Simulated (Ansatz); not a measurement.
Runs of Ansatz 0.2.0 on SnSe. Symmetry: Fm-3m, No. 225, cubic system. The conventional cell has a = 6.020 Å, b = 6.020 Å, c = 6.020 Å, α = 90.00°, β = 90.00°, γ = 90.00°. Sn (site symmetry m-3m) has 6 Se at 3.01 Å as nearest neighbours. Se (site symmetry m-3m) has 6 Sn at 3.01 Å as nearest neighbours. Measurements of this composition are mostly on another form, of space group No. 62.

```tsv
task	level	cell	k mesh	smearing	points for each segment of the path	mesh quality	gap on the mesh (eV)	pressure (GPa)	relaxed volume (Å³/atom)
band structure	HSE03	as given	4 × 4 × 4	fermi-dirac 0.05 eV	4	coarse	0.49	-1.7	-
relaxation of cell and atoms	revPBE+D3(BJ)	relaxed	8 × 8 × 8	fermi-dirac 0.05 eV	-	not flagged	0.71	0.0	(a)
single point	PBE	as given	8 × 8 × 8	gaussian 0.029 eV	-	not flagged	0.58	0.9	-
relaxation of cell and atoms	RPBE+D4	relaxed	8 × 8 × 8	fermi-dirac 0.05 eV	-	not flagged	0.71	0.0	26.28
single point	PBE	as given	8 × 8 × 8	gaussian 0.03 eV	-	not flagged	0.58	0.9	-
```

Alike in all rows: potentials or basis Ansatz PAW; no spin polarisation; cutoff (eV) 420.

Question: Estimate the missing entries.

Answer: (a) 26.22.

Caveats: some runs use coarse meshes; spin-orbit coupling is left out, which moves the levels of the heavy elements; the PAW data sets come from PBE, with cores solved anew for the run's functional, which leaves a small shift of forces and pressure (some runs); the plane-wave basis is chosen anew once the cell has moved, so the energies of steps on either side of that aren't comparable (some runs); the thresholds are loose for stress (some runs).

A k mesh can miss the band edges, and the runs leave out spin-orbit coupling on Se, Sn.
